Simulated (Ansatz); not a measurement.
Input, command and steps of an Ansatz relaxation.

```yaml
crystal:
  lattice:
    - [0.0, 5.5123800749, 4.3382851433]
    - [-4.7738611801, -2.7561900374, 4.3382851433]
    - [4.7738611801, -2.7561900374, 4.3382851433]
  atoms:
    - { symbol: Al, position: [0.1495925532, 0.6484538048, 0.6461926261] }
    - { symbol: Al, position: [0.6484538048, 0.6461926261, 0.1495925532] }
    - { symbol: Al, position: [0.6461926261, 0.1495925532, 0.6484538048] }
    - { symbol: Al, position: [0.3358475099, 0.3358475099, 0.3358475099] }
    - { symbol: Al, position: [0.3552602524, 0.8492846946, 0.8510965052] }
    - { symbol: Al, position: [0.8492846946, 0.8510965052, 0.3552602524] }
    - { symbol: Al, position: [0.8510965052, 0.3552602524, 0.8492846946] }
    - { symbol: Al, position: [0.6461979057, 0.6461979057, 0.6461979057] }
    - { symbol: Al, position: [0.6505976615, 0.146196902, 0.1438626426] }
    - { symbol: Al, position: [0.146196902, 0.1438626426, 0.6505976615] }
    - { symbol: Al, position: [0.1438626426, 0.6505976615, 0.146196902] }
    - { symbol: Al, position: [0.8516396673, 0.8516396673, 0.8516396673] }
    - { symbol: Al, position: [0.8604497593, 0.3454754682, 0.3503191889] }
    - { symbol: Al, position: [0.3454754682, 0.3503191889, 0.8604497593] }
    - { symbol: Al, position: [0.3503191889, 0.8604497593, 0.3454754682] }
    - { symbol: O, position: [0.749749303, 0.4022925765, 0.5963718751] }
    - { symbol: O, position: [0.7552360801, 0.9025320347, 0.0978827965] }
    - { symbol: O, position: [0.2498522113, 0.9006004511, 0.5939756375] }
    - { symbol: O, position: [0.2575444007, 0.4201266999, 0.0945872648], spin: 0.333 }
    - { symbol: O, position: [0.5944243516, 0.4029894884, 0.2503944655] }
    - { symbol: O, position: [0.5989090164, 0.9023999404, 0.7480152465] }
    - { symbol: O, position: [0.0978092813, 0.8812232709, 0.2670973269], spin: 0.333 }
    - { symbol: O, position: [0.0963634367, 0.4062917442, 0.7549429869] }
    - { symbol: O, position: [0.4022925765, 0.5963718751, 0.749749303] }
    - { symbol: O, position: [0.4201266999, 0.0945872648, 0.2575444007], spin: 0.333 }
    - { symbol: O, position: [0.9025320347, 0.0978827965, 0.7552360801] }
    - { symbol: O, position: [0.9006004511, 0.5939756375, 0.2498522113] }
    - { symbol: O, position: [0.5963718751, 0.749749303, 0.4022925765] }
    - { symbol: O, position: [0.5939756375, 0.2498522113, 0.9006004511] }
    - { symbol: O, position: [0.0945872648, 0.2575444007, 0.4201266999], spin: 0.333 }
    - { symbol: O, position: [0.0978827965, 0.7552360801, 0.9025320347] }
    - { symbol: O, position: [0.4029894884, 0.2503944655, 0.5944243516] }
    - { symbol: O, position: [0.4062917442, 0.7549429869, 0.0963634367] }
    - { symbol: O, position: [0.9023999404, 0.7480152465, 0.5989090164] }
    - { symbol: O, position: [0.8812232709, 0.2670973269, 0.0978092813], spin: 0.333 }
    - { symbol: O, position: [0.2503944655, 0.5944243516, 0.4029894884] }
    - { symbol: O, position: [0.2670973269, 0.0978092813, 0.8812232709], spin: 0.333 }
    - { symbol: O, position: [0.7549429869, 0.0963634367, 0.4062917442] }
    - { symbol: O, position: [0.7480152465, 0.5989090164, 0.9023999404] }
  host:
    lattice:
      - [2.3869305901, 1.3780950187, 4.3382851433]
      - [-2.3869305901, 1.3780950187, 4.3382851433]
      - [0.0, -2.7561900374, 4.3382851433]
    atoms:
      - { symbol: Al, position: [0.1479209716, 0.1479209716, 0.1479209716] }
      - { symbol: Al, position: [0.3520790284, 0.3520790284, 0.3520790284] }
      - { symbol: Al, position: [0.6479209716, 0.6479209716, 0.6479209716] }
      - { symbol: Al, position: [0.8520790284, 0.8520790284, 0.8520790284] }
      - { symbol: O, position: [0.9441401452, 0.5558598548, 0.25] }
      - { symbol: O, position: [0.4441401452, 0.75, 0.0558598548] }
      - { symbol: O, position: [0.5558598548, 0.25, 0.9441401452] }
      - { symbol: O, position: [0.25, 0.9441401452, 0.5558598548] }
      - { symbol: O, position: [0.75, 0.0558598548, 0.4441401452] }
      - { symbol: O, position: [0.0558598548, 0.4441401452, 0.75] }
total_charge: -1
basis:
  ecutwfc: 420
  xc_grid: 2
kpoints:
  mp_grid: { grid: [2, 2, 2], shift: [0.5, 0.5, 0.5] }
hamiltonian:
  xc: pbesol
scf:
  occupations: { method: gaussian, width: 0.01 }
output:
  forces: true
  stress: false
  eigenvalues: true
  populations: true
  charged_corrections:
    defect_position: [0.14792097, 0.14792097, 0.14792097]
    epsilon: [[9.717, 0.0, 0.0], [0.0, 9.717, 0.0], [0.0, 0.0, 11.8055]]
  write_density: true
  write_potential: true
  elf: true
  volumetric_format: npy
magnetization:
  spin_polarized: true
relax:
  adjacent_minimum: "off"
  f_tol: 0.025
  max_steps: 45
```

```bash
ansatz run input.yaml --threads 4 --pin off --max-ram 10240MiB --backend cpu --events-out ev --progress --plain --runs-dir out
```

The calculation used Ansatz, DFT PBEsol, scalar-relativistic, plane waves, PAW.

The cell holds a point defect: Al vacancy (site c), charge −1.

Of 4 frames 4 are shown, positions in Å and forces in eV/Å; the SCF threshold varies from step to step.

```xyz
39
Lattice="0.0000 5.5124 4.3383 -4.7739 -2.7562 4.3383 4.7739 -2.7562 4.3383" Properties=species:S:1:pos:R:3:forces:R:3 pbc="T T T" step=1 free_energy_over_end_meV_per_atom=1.64
Al   -0.0108   -2.7437    6.2655   -0.0306    0.2220   -0.1159
Al   -2.3707    1.3812    6.2655    0.2075   -0.0845   -0.1159
Al    2.3815    1.3625    6.2655   -0.1769   -0.1375   -0.1159
Al    0.0000    0.0000    4.3710    0.0000    0.0000   -0.2539
Al    0.0086   -2.7282    8.9180   -0.1388   -0.3746    0.1901
Al   -2.3671    1.3566    8.9180   -0.2550    0.3075    0.1901
Al    2.3584    1.3716    8.9180    0.3938    0.0671    0.1901
Al    0.0000    0.0000    8.4102    0.0000    0.0000   -0.0581
Al   -0.0111    2.7869    4.0808    0.0043   -0.3149    0.2266
Al    2.4191   -1.3838    4.0808   -0.2749    0.1538    0.2266
Al   -2.4079   -1.4031    4.0808    0.2706    0.1612    0.2266
Al    0.0000    0.0000   11.0840    0.0000    0.0000    0.1501
Al    0.0231    2.8254    6.7514   -0.0289    0.4469   -0.1732
Al    2.4353   -1.4327    6.7514    0.4015   -0.1984   -0.1732
Al   -2.4584   -1.3927    6.7514   -0.3726   -0.2485   -0.1732
O     0.9265    1.3804    7.5851   -0.0208   -0.0965    0.1169
O    -3.8413    1.4058    7.6165    0.0110    0.0713   -0.1610
O    -1.4638   -2.7421    7.5678    0.1884    0.0404   -0.0156
O    -1.5541    0.0010    3.3503   -0.1544   -0.0386    0.0176
O    -0.7285    1.4758    5.4133   -0.0365   -0.1116    0.1278
O    -0.7370   -1.2474    9.7582    0.0567    0.1344   -0.0101
O    -2.9318   -2.6258    5.4061   -0.1165   -0.0790   -0.2072
O     1.6644   -2.6694    5.4558   -0.0722   -0.1687    0.0579
O     0.7322   -1.4926    7.5851   -0.0732    0.0663    0.1169
O     0.7779    1.3454    3.3503    0.0438    0.1531    0.0176
O     3.1381    2.6237    7.6165    0.0563   -0.0452   -0.1610
O    -1.6428    2.6387    7.5678   -0.0592   -0.1834   -0.0156
O    -1.6587    0.1122    7.5851    0.0940    0.0302    0.1169
O     3.1066    0.1034    7.5678   -0.1292    0.1429   -0.0156
O     0.7761   -1.3464    3.3503    0.1107   -0.1144    0.0176
O     0.7032   -4.0296    7.6165   -0.0673   -0.0261   -0.1610
O     1.6424   -0.1071    5.4133   -0.0785    0.0874    0.1278
O    -3.1440   -0.1067    5.4558   -0.1100    0.1469    0.0579
O    -0.7118    1.2620    9.7582    0.0881   -0.1163   -0.0101
O    -0.8082    3.8519    5.4061   -0.0102    0.1403   -0.2072
O    -0.9139   -1.3688    5.4133    0.1149    0.0242    0.1278
O     3.7399   -1.2261    5.4061    0.1266   -0.0614   -0.2072
O     1.4796    2.7761    5.4558    0.1822    0.0218    0.0579
O     1.4488   -0.0145    9.7582   -0.1448   -0.0181   -0.0101
39
Lattice="0.0000 5.5124 4.3383 -4.7739 -2.7562 4.3383 4.7739 -2.7562 4.3383" Properties=species:S:1:pos:R:3:forces:R:3 pbc="T T T" step=2 free_energy_over_end_meV_per_atom=0.55
Al   -0.0110   -2.7395    6.2642    0.0058    0.1441   -0.0476
Al   -2.3670    1.3792    6.2642    0.1219   -0.0770   -0.0476
Al    2.3780    1.3603    6.2642   -0.1277   -0.0670   -0.0476
Al    0.0000    0.0000    4.3688    0.0000    0.0000   -0.1367
Al    0.0057   -2.7359    8.9192   -0.0845   -0.2273    0.1155
Al   -2.3722    1.3630    8.9192   -0.1546    0.1868    0.1155
Al    2.3665    1.3729    8.9192    0.2391    0.0404    0.1155
Al    0.0000    0.0000    8.4091    0.0000    0.0000   -0.0542
Al   -0.0102    2.7832    4.0856    0.0108   -0.1904    0.1437
Al    2.4154   -1.3828    4.0856   -0.1703    0.0858    0.1437
Al   -2.4052   -1.4004    4.0856    0.1595    0.1046    0.1437
Al    0.0000    0.0000   11.0835    0.0000    0.0000    0.1110
Al    0.0231    2.8363    6.7478   -0.0116    0.2846   -0.1026
Al    2.4448   -1.4382    6.7478    0.2523   -0.1322   -0.1026
Al   -2.4679   -1.3982    6.7478   -0.2407   -0.1524   -0.1026
O     0.9254    1.3854    7.5895    0.0020   -0.0936    0.0512
O    -3.8423    1.4024    7.6107    0.0157    0.0655   -0.0855
O    -1.4634   -2.7426    7.5668    0.0862    0.0269   -0.0105
O    -1.5538   -0.0015    3.3515   -0.0863   -0.0204    0.0339
O    -0.7232    1.4717    5.4205   -0.0441   -0.0199    0.0306
O    -0.7375   -1.2480    9.7570    0.0231    0.0604   -0.0024
O    -2.9489   -2.6239    5.3986   -0.0064   -0.0408   -0.1235
O     1.6651   -2.6754    5.4589   -0.0358   -0.0539    0.0238
O     0.7371   -1.4941    7.5895   -0.0821    0.0451    0.0512
O     0.7756    1.3463    3.3515    0.0255    0.0850    0.0339
O     3.1357    2.6263    7.6107    0.0489   -0.0463   -0.0855
O    -1.6435    2.6387    7.5668   -0.0198   -0.0881   -0.0105
O    -1.6625    0.1087    7.5895    0.0801    0.0485    0.0512
O     3.1069    0.1040    7.5668   -0.0664    0.0611   -0.0105
O     0.7781   -1.3449    3.3515    0.0608   -0.0646    0.0339
O     0.7066   -4.0288    7.6107   -0.0646   -0.0192   -0.0855
O     1.6361   -0.1095    5.4205    0.0048    0.0482    0.0306
O    -3.1495   -0.1043    5.4589   -0.0288    0.0580    0.0238
O    -0.7120    1.2627    9.7570    0.0408   -0.0502   -0.0024
O    -0.7980    3.8658    5.3986   -0.0321    0.0260   -0.1235
O    -0.9129   -1.3622    5.4205    0.0393   -0.0283    0.0306
O     3.7469   -1.2419    5.3986    0.0385    0.0148   -0.1235
O     1.4844    2.7798    5.4589    0.0646   -0.0040    0.0238
O     1.4496   -0.0147    9.7570   -0.0639   -0.0102   -0.0024
39
Lattice="0.0000 5.5124 4.3383 -4.7739 -2.7562 4.3383 4.7739 -2.7562 4.3383" Properties=species:S:1:pos:R:3:forces:R:3 pbc="T T T" step=3 free_energy_over_end_meV_per_atom=0.03
Al   -0.0103   -2.7325    6.2633    0.0153    0.0163    0.0312
Al   -2.3612    1.3752    6.2633    0.0065   -0.0214    0.0312
Al    2.3715    1.3573    6.2633   -0.0218    0.0051    0.0312
Al    0.0000    0.0000    4.3666    0.0000    0.0000   -0.0110
Al    0.0004   -2.7454    8.9218   -0.0002   -0.0013    0.0027
Al   -2.3777    1.3724    8.9218   -0.0010    0.0009    0.0027
Al    2.3774    1.3730    8.9218    0.0013    0.0005    0.0027
Al    0.0000    0.0000    8.4075    0.0000    0.0000    0.0078
Al   -0.0084    2.7774    4.0917    0.0032   -0.0256    0.0168
Al    2.4095   -1.3814    4.0917   -0.0237    0.0100    0.0168
Al   -2.4011   -1.3960    4.0917    0.0205    0.0156    0.0168
Al    0.0000    0.0000   11.0867    0.0000    0.0000   -0.0007
Al    0.0231    2.8512    6.7427   -0.0017    0.0678    0.0176
Al    2.4577   -1.4457    6.7427    0.0596   -0.0324    0.0176
Al   -2.4808   -1.4056    6.7427   -0.0578   -0.0354    0.0176
O     0.9255    1.3856    7.5923    0.0147   -0.0117   -0.0316
O    -3.8414    1.4019    7.6065    0.0033   -0.0046    0.0113
O    -1.4654   -2.7425    7.5652   -0.0106    0.0097   -0.0140
O    -1.5540   -0.0029    3.3567   -0.0100    0.0160   -0.0188
O    -0.7218    1.4718    5.4221   -0.0044   -0.0074   -0.0201
O    -0.7394   -1.2489    9.7576    0.0093   -0.0029   -0.0091
O    -2.9605   -2.6216    5.3888    0.0042    0.0030    0.0106
O     1.6671   -2.6789    5.4616    0.0072    0.0118    0.0048
O     0.7372   -1.4943    7.5923   -0.0175   -0.0069   -0.0316
O     0.7744    1.3472    3.3567    0.0189    0.0006   -0.0188
O     3.1347    2.6258    7.6065   -0.0057   -0.0005    0.0113
O    -1.6424    2.6404    7.5652    0.0137    0.0043   -0.0140
O    -1.6627    0.1087    7.5923    0.0027    0.0186   -0.0316
O     3.1078    0.1022    7.5652   -0.0031   -0.0140   -0.0140
O     0.7795   -1.3443    3.3567   -0.0089   -0.0167   -0.0188
O     0.7066   -4.0277    7.6065    0.0024    0.0052    0.0113
O     1.6355   -0.1108    5.4221   -0.0042    0.0076   -0.0201
O    -3.1535   -0.1043    5.4616    0.0066   -0.0122    0.0048
O    -0.7118    1.2648    9.7576   -0.0072   -0.0066   -0.0091
O    -0.7901    3.8746    5.3888    0.0005   -0.0051    0.0106
O    -0.9138   -1.3610    5.4221    0.0086   -0.0001   -0.0201
O     3.7506   -1.2531    5.3888   -0.0047    0.0021    0.0106
O     1.4865    2.7832    5.4616   -0.0138    0.0004    0.0048
O     1.4513   -0.0159    9.7576   -0.0021    0.0095   -0.0091
39
Lattice="0.0000 5.5124 4.3383 -4.7739 -2.7562 4.3383 4.7739 -2.7562 4.3383" Properties=species:S:1:pos:R:3:forces:R:3 pbc="T T T" step=4 free_energy_over_end_meV_per_atom=0.00
Al   -0.0095   -2.7311    6.2658    0.0094    0.0068   -0.0076
Al   -2.3605    1.3738    6.2658    0.0011   -0.0116   -0.0076
Al    2.3700    1.3573    6.2658   -0.0106    0.0048   -0.0076
Al    0.0000    0.0000    4.3666    0.0000    0.0000   -0.0177
Al    0.0006   -2.7452    8.9221    0.0060    0.0053    0.0021
Al   -2.3777    1.3721    8.9221    0.0016   -0.0079    0.0021
Al    2.3771    1.3731    8.9221   -0.0076    0.0025    0.0021
Al    0.0000    0.0000    8.4078    0.0000    0.0000   -0.0074
Al   -0.0091    2.7757    4.0947    0.0062   -0.0054   -0.0073
Al    2.4083   -1.3800    4.0947   -0.0078   -0.0026   -0.0073
Al   -2.3992   -1.3957    4.0947    0.0016    0.0081   -0.0073
Al    0.0000    0.0000   11.0872    0.0000    0.0000   -0.0007
Al    0.0227    2.8571    6.7446   -0.0009   -0.0100   -0.0112
Al    2.4630   -1.4482    6.7446   -0.0082    0.0058   -0.0112
Al   -2.4857   -1.4089    6.7446    0.0092    0.0042   -0.0112
O     0.9252    1.3852    7.5898    0.0054    0.0019   -0.0040
O    -3.8415    1.4016    7.6079    0.0015   -0.0061    0.0071
O    -1.4659   -2.7421    7.5641   -0.0025    0.0000    0.0042
O    -1.5532   -0.0048    3.3547    0.0082   -0.0094    0.0086
O    -0.7240    1.4702    5.4176   -0.0023    0.0108    0.0118
O    -0.7393   -1.2487    9.7572   -0.0040   -0.0014    0.0015
O    -2.9592   -2.6225    5.3898   -0.0063    0.0022    0.0014
O     1.6680   -2.6779    5.4618    0.0015    0.0057    0.0019
O     0.7370   -1.4939    7.5898   -0.0011   -0.0056   -0.0040
O     0.7725    1.3475    3.3547   -0.0122   -0.0025    0.0086
O     3.1346    2.6261    7.6079   -0.0060    0.0018    0.0071
O    -1.6418    2.6406    7.5641    0.0013    0.0022    0.0042
O    -1.6622    0.1087    7.5898   -0.0043    0.0037   -0.0040
O     3.1077    0.1016    7.5641    0.0013   -0.0022    0.0042
O     0.7808   -1.3428    3.3547    0.0040    0.0118    0.0086
O     0.7069   -4.0277    7.6079    0.0045    0.0043    0.0071
O     1.6352   -0.1081    5.4176    0.0105   -0.0034    0.0118
O    -3.1531   -0.1056    5.4618    0.0042   -0.0041    0.0019
O    -0.7118    1.2646    9.7572    0.0008    0.0041    0.0015
O    -0.7915    3.8740    5.3898    0.0051    0.0044    0.0014
O    -0.9112   -1.3621    5.4176   -0.0082   -0.0074    0.0118
O     3.7507   -1.2515    5.3898    0.0013   -0.0066    0.0014
O     1.4851    2.7835    5.4618   -0.0056   -0.0016    0.0019
O     1.4511   -0.0159    9.7572    0.0032   -0.0027    0.0015
```

It took 50 s on 4 threads of Arm Neoverse V2, on a shared host, peak memory 0.9 GiB.